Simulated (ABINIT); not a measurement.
The system is NaCl.

```
Cl Na
1.0
     0.00000    2.79406    2.79406
     2.79406    0.00000    2.79406
     2.79406    2.79406    0.00000
Cl Na
1 1
Direct
  0.50000 0.50000 0.50000
  0.00000 0.00000 0.00000
```

The cell is a database's computed one.

| Property | Result |
| --- | --- |
| Program | ABINIT 10.8.3 (patched build) |
| Task | single point |
| Functional | PBE |
| Potentials or basis | JTH PAW PBE v2.0 |
| Cutoff | 1088 eV |
| k mesh | 8 × 8 × 8 |
| Occupations | fermi-dirac, width 0.05 eV |
| Spin | no spin polarisation |

On this cell: pressure 1.7 GPa; largest force zero by symmetry; band gap on the k mesh 5.21 eV, direct.

The same run follows on a disturbed copy (atoms moved at random, drawn with an rms of 0.05 Å):

```
CELL_PARAMETERS angstrom
0.00000 2.79406 2.79406
2.79406 0.00000 2.79406
2.79406 2.79406 0.00000
ATOMIC_POSITIONS crystal
Cl 0.48821 0.51264 0.50193
Na 0.99583 0.00299 0.99639
```

Q: What does the disturbed cell give?

A: The energy moves by +0.5 meV/atom; pressure 1.8 GPa; largest force 0.074 eV/Å; band gap on the k mesh 5.21 eV, direct.

Forces on the atoms (eV/Å):
```
Cl  -0.070  0.023 -0.008
Na   0.070 -0.023  0.008
```

Stress tensor (GPa, compression positive):
```
 1.83 -0.01  0.00
-0.01  1.72  0.00
 0.00  0.00  1.75
```

